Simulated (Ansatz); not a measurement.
# Self-consistent run of MgO

The task is one self-consistent run of MgO. System: MgO, the measured crystal structure (space group Fm-3m); the cell holds 2 atoms. Source: COD entry 9006762; the sample's temperature and pressure aren't taken into account.

The COD cell was measured well above room temperature, so it is larger than a cold one.

Computed with Ansatz 0.2.0 (DFT PBE, PAW, plane waves, scalar-relativistic, unless a step's input says otherwise).

### 1 The system as given

It takes space group Fm-3m (No. 225, cubic). Conventional cell: a = 4.303 Å, b = 4.303 Å, c = 4.303 Å, α = 90.00°, β = 90.00°, γ = 90.00°. Around Mg (site symmetry m-3m) lie 6 O at 2.15 Å. O (site symmetry m-3m) is surrounded by 6 Mg at 2.15 Å.

Coordinates:

```cif
data_structure
_symmetry_space_group_name_H-M 'P 1'
_symmetry_Int_Tables_number 1
_cell_length_a 3.0427
_cell_length_b 3.0427
_cell_length_c 3.0427
_cell_angle_alpha 60.000
_cell_angle_beta 60.000
_cell_angle_gamma 60.000
_cell_volume 19.92
loop_
_atom_site_label
_atom_site_type_symbol
_atom_site_fract_x
_atom_site_fract_y
_atom_site_fract_z
_atom_site_occupancy
Mg1 Mg 0.00000 0.00000 0.00000 1
O1 O 0.50000 0.50000 0.50000 1
```

Labels such as O2 number the atoms in the order of the input file.

The search for lower states is off throughout, and inputs that name a mixer don't switch to direct minimisation unless they say so. Spin polarisation is off.

### 2 The run

Contents of input.yaml:

```yaml
crystal:
  lattice:
    - [0.0, 2.1515, 2.1515]
    - [2.1515, 0.0, 2.1515]
    - [2.1515, 2.1515, 0.0]
  atoms:
    - { symbol: Mg, position: [0.0, 0.0, 0.0] }
    - { symbol: O, position: [0.5, 0.5, 0.5] }
hamiltonian:
  xc: pbe
  pseudopotentials: { kind: paw }
basis:
  ecutwfc: 420
kpoints:
  mp_grid: { grid: [9, 9, 9] }
scf:
  occupations: { method: fermi_dirac, width: 0.1 }
  lower_state_search: "off"
  n_extra_bands: 0
  max_iter: 80
output:
  forces: true
  stress: true
```

Run with:

```sh
ansatz run input.yaml --threads 2 --pin off --max-ram 5120MiB --backend cpu --events-out ev --progress --plain --runs-dir out
```

The log of the run:

```text
Error: inconsistent input (scf.n_extra_bands, scf.occupations.method): n_bands = 8 leaves no empty band above the 8 bands per channel that the deck's 16 electrons occupy, and the occupations search for the Fermi level (a smearing at a finite width, or tetrahedra): a level found among occupied bands alone can fill a metal as an insulator; raise scf.n_extra_bands until at least 9 bands are solved (omitted, it auto-derives to 12) (see scf.n_extra_bands in the input reference)
```

Wall time 0.04 s (2 threads of Intel Xeon 6975P-C (Granite Rapids), shared host); peak memory 0.093 GiB.

### 3 Reading the log

The input was refused before the first iteration. Its message: inconsistent input (scf.n_extra_bands, scf.occupations.method): n_bands = 8 leaves no empty band above the 8 bands per channel that the deck's 16 electrons occupy, and the occupations search for the Fermi level (a smearing at a finite width, or tetrahedra): a level found among occupied bands alone can fill a metal as an insulator [...]

Remedies tried next, one at a time: 12 bands beyond the filled ones; back to the default settings.

### 4 12 bands beyond the filled ones

Edit input.yaml of step 2 so:

```diff
@@ -18,3 +18,3 @@
   lower_state_search: "off"
-  n_extra_bands: 0
+  n_extra_bands: 12
   max_iter: 80
```

Run with:

```sh
ansatz run input.yaml --threads 2 --pin off --max-ram 5120MiB --backend cpu --events-out ev --progress --plain --runs-dir out
```

The log of the run:

```text
scf.n_extra_bands = 12 over 8 filled bands (N_el = 16.0): the run solves 20 bands
Engine: ansatz 0.2.0, x86_64-unknown-linux-gnu
Pseudopotentials: kind: paw
Pseudopotential: Mg, paw, valence charge 10, recommended cutoff 420 eV (normal), Mg.paw.azcp
Pseudopotential: O, paw, valence charge 6, recommended cutoff 420 eV (normal), O.paw.azcp
Functional definition: PBE
  parameter kappa = 0.804
  parameter beta = 0.06672455060314922
  exchange = pbe_x(kappa = kappa, mu = beta*pi^2/3)
  correlation = pbe_c(beta = beta)
Crystal: 2 atoms, lattice volume = 19.918 Å³
Basis set: ecut = 420 eV, 387 PW (Γ), exchange–correlation on 48×48×48 points (8 copies of the dense FFT grid, shifted against one another)
Bands: 20, of which v1, the nominal top of the filled ones, is band 8 counted from 1 (7 counted from 0)
Symmetry: 48 space group operations
Space group: Fm-3m (ITA 225), of the structure as read, at distance tolerance 2.7e-5 Å
k-points: 35 of 729
Non-local potential: Mg, projectors of the file, l = 0: 3, l = 1: 2, l = 2: 1
Non-local potential: O, projectors of the file, l = 0: 2, l = 1: 2, l = 2: 1
PAW form: soft (Blöchl's): semilocal exchange-correlation on the pseudo side does not see the compensation charge
PAW one-centre angular grid: Mg, 110 points (default); XC on 64 Gauss nodes
PAW one-centre angular grid: O, 110 points (default); XC on 64 Gauss nodes
Initial density: superposition of atomic densities (neutral atoms: chi_scale 0, normalization atom), corrected by the library's trained network
Initial wavefunctions: pseudopotential atomic-orbital guess
Functional: x = pbe(κ = 0.804, μ = 0.2195149727645171), c = pbe(β = 0.06672455060314922)
SCF iter   1: F=—  HF=-2494.128408 eV  |F-HF|=—  |Δ(HF+E_count)|=         —  Δρ=1.26e-3  dr2=2.16e-4  ethr=1.77e-3  ⟨swp⟩=5.1  Hψ=3434  notcnv=0  defer=80
preconditioner: auto → none  [insulator: Δε(μ)=4.149 eV  Ē_g=27.824 eV  σ=0.100 eV  W_gap=1.00  n_scr=8 (ndim 8)  ℏωp=23.5 eV  f_vac=0.000  D(μ)=0.00/eV (n_scr^D=0)  ε∞_Penn≈1.7]
SCF iter   2: F=—  HF=-2494.128587 eV  |F-HF|=—  |Δ(HF+E_count)|=   1.79e-4  Δρ=5.52e-4  dr2=2.92e-5  ethr=1.35e-6  ⟨swp⟩=2.9  Hψ=1264  notcnv=0  defer=94
SCF iter   3: F=—  HF=-2494.128589 eV  |F-HF|=—  |Δ(HF+E_count)|=   1.62e-6  Δρ=2.91e-4  dr2=7.12e-6  ethr=1.82e-7  ⟨swp⟩=1.0  Hψ=495  notcnv=0  defer=94
SCF iter   4: F=—  HF=-2494.128607 eV  |F-HF|=—  |Δ(HF+E_count)|=   1.84e-5  Δρ=4.97e-5  dr2=2.97e-7  ethr=4.45e-8  ⟨swp⟩=2.0  Hψ=630  notcnv=0  defer=94
SCF iter   5: F=—  HF=-2494.128607 eV  |F-HF|=—  |Δ(HF+E_count)|=   1.38e-7  Δρ=2.73e-5  dr2=1.03e-7  ethr=1.86e-9  ⟨swp⟩=1.0  Hψ=491  notcnv=0  defer=94
SCF iter   6: F=-2494.128607 eV  HF=-2494.128607 eV  |F-HF|=2.05e-8  |Δ(HF+E_count)|=   1.25e-8  Δρ=1.30e-5  dr2=2.47e-8  ethr=6.25e-10  ⟨swp⟩=3.9  Hψ=1440  notcnv=0
SCF 1 converged in 6 iterations: F = -2494.128607 eV  dr2 = 2.47e-8
SCF converged after 6 iterations
Free energy (F): -2494.128607 eV
Harris-Foulkes:  -2494.128607 eV  (|F-HF|=2.05e-8)
Internal energy: -2494.128607 eV  (E = F + TS)
E sigma→0 (E₀):  -2494.128607 eV
Fermi energy:    9.591006 eV
--- Per-component energies (eV) ---
  E_band       = -305.626870
  E_kinetic    = 254.052181
  E_local      = -1642.512105  (includes V_loc(G=0)·N_el)
  E_nonlocal   = 142.695623
  E_hartree    = 568.671847
  E_xc         = -104.715774
  E_vxc        = -134.146658  (∫ρ·V_xc dr)
  E_paw        = -450.205133  (= ΣΔE_a)
  E_vpaw       = -63.058956  (= ΣTr[D̂ρ^β])
  E_aug_tail   = 0.002449  (compensation charges beyond the density's cutoff)
  E_ewald      = -1262.117696
  E_smearing   = -0.000000  (= −TS)
  E_closure    = 0.000000  (closes the sum)
  Σ components = -2494.128607   (vs F -2494.128607, Δ=0.00e0)
--- Forces (eV/Å), atoms counted from 1 ---
  atom   1  Mg    -0.00000000     0.00000000    -0.00000000
  atom   2  O      0.00000000     0.00000000     0.00000000
  max |Σ_I F_I| component: 1.63e-29 eV/Å
--- Stress (GPa, compression-positive) ---
       -4.791428       0.000000      -0.000000
        0.000000      -4.791428      -0.000000
       -0.000000       0.000000      -4.791428
  P = ⅓ Tr σ = -4.7914 GPa (-47.914 kbar)
```

It took 0.31 s on 2 threads of Intel Xeon 6975P-C (Granite Rapids), shared host; peak memory 0.36 GiB.

The run closes after 6 iterations, with a gap of 4.15 eV on the k-mesh.

### 5 Back to the default settings

Edit input.yaml of step 2 so:

```diff
@@ -18,4 +18,2 @@
   lower_state_search: "off"
-  n_extra_bands: 0
-  max_iter: 80
 output:
@@ -23 +21,5 @@
   stress: true
+  write_density: true
+  write_potential: true
+  elf: true
+  volumetric_format: npy
```

Run with:

```sh
ansatz run input.yaml --threads 2 --pin off --max-ram 5120MiB --backend cpu --events-out ev --progress --plain --runs-dir out
```

Its history (converged in 6 iterations):

```
iteration  Harris–Foulkes energy + 2495 (eV)  density residual (eV)
        1                             0.8716               8.09e-05
        2                             0.8714               6.19e-06
        3                             0.8714               9.65e-07
        4                             0.8714               1.36e-07
        5                             0.8714               2.39e-08
        6                             0.8714               5.54e-09
```

Run time: 0.44 s. Hardware: 2 threads of Intel Xeon 6975P-C (Granite Rapids), shared host; peak memory 0.38 GiB.

This works: 6 iterations, with a gap of 4.15 eV on the k-mesh. Against step 4: the same free energy.

### 6 All tries on one scale

Decimal logarithm of the largest residual (eV) by iteration, counted through all cycles of a run:

```csv
iteration,step 4,step 5
1,-3.7,-4.1
2,-4.5,-5.2
3,-5.1,-6.0
4,-6.5,-6.9
5,-7.0,-7.6
6,-7.6,-8.3
```

### 7 Summary of results

| quantity | value |
| --- | --- |
| first try | input refused |
| step 4: 12 bands beyond the filled ones | converged in 6 iterations |
| step 5: the default settings | converged in 6 iterations |
| state reached in step 4 | a gap of 4.15 eV on the k-mesh |
| largest force there | 0.000 eV/Å |

2 of 2 changes make it converge; “12 bands beyond the filled ones” does so in 6 iterations, and none in fewer.

These are semilocal Kohn-Sham gaps, which aren't the measured quantity. Such gaps usually fall short of the measured ones.
